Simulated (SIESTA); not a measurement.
The system is RbCl.

```
CELL_PARAMETERS angstrom
0.00000 3.27400 3.27400
3.27400 0.00000 3.27400
3.27400 3.27400 0.00000
ATOMIC_POSITIONS crystal
Rb 0.00000 0.00000 0.00000
Cl 0.50000 0.50000 0.50000
```

Base run:

| Item | Value |
| --- | --- |
| Program | SIESTA 5.4.2 |
| Functional | BLYP |
| Potentials or basis | PseudoDojo 0.4 standard (PBE files) |
| Basis | DZP (energy shift 0.003 Ry; two zetas on semicore shells; d shell added on Rb) |
| Grid cutoff | 800 Ry |
| Energy shift | 0.003 Ry |
| k mesh | 7 × 7 × 7 |
| Occupations | fermi-dirac, width 0.05 eV |
| Spin | no spin polarisation |

Its results: band gap on the k mesh 5.09 eV, direct; pressure 2.1 GPa.

The run is repeated on the same cell with these changes: functional from BLYP to vdW-DF-cx. What comes out?

Band gap on the k mesh 5.19 eV, direct; pressure 0.3 GPa.

Caveats: the potentials were made for another functional, which shifts forces and pressure; the basis of atomic orbitals isn't converged, which shifts pressures, moduli and gaps.
